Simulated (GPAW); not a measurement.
The system is BN.

```
N B
1.0
     2.49824    0.00000    0.00000
    -1.24912    2.16354    0.00000
     0.00000    0.00000    6.63570
N B
2 2
Direct
  0.66667 0.33333 0.25000
  0.33333 0.66667 0.75000
  0.66667 0.33333 0.75000
  0.33333 0.66667 0.25000
```

Base run:

| Property | Result |
| --- | --- |
| Program | GPAW 26.7.0 |
| Functional | PBE |
| Potentials or basis | PAW data sets generated in the run's folder for this functional |
| Cutoff | 800 eV |
| Basis | pw |
| k mesh | 12 × 12 × 4 |
| Occupations | fermi-dirac, width 0.05 eV |
| Spin | no spin polarisation |

Its results: band gap on the k mesh 4.29 eV, indirect (least direct gap 4.66 eV); pressure 4.3 GPa.

The run is repeated on the same cell with these changes: potentials or basis from PAW data sets generated in the run's folder for this functional to SG15 ONCV 1.2; cutoff from 800 eV to 1100 eV. What comes out?

Band gap on the k mesh 4.33 eV, indirect (least direct gap 4.69 eV); pressure 3.6 GPa.

Caveats: this functional lacks dispersion, which binds the layers, so the pressure and a relaxed spacing across them are unreliable.

A k mesh can miss the band edges.
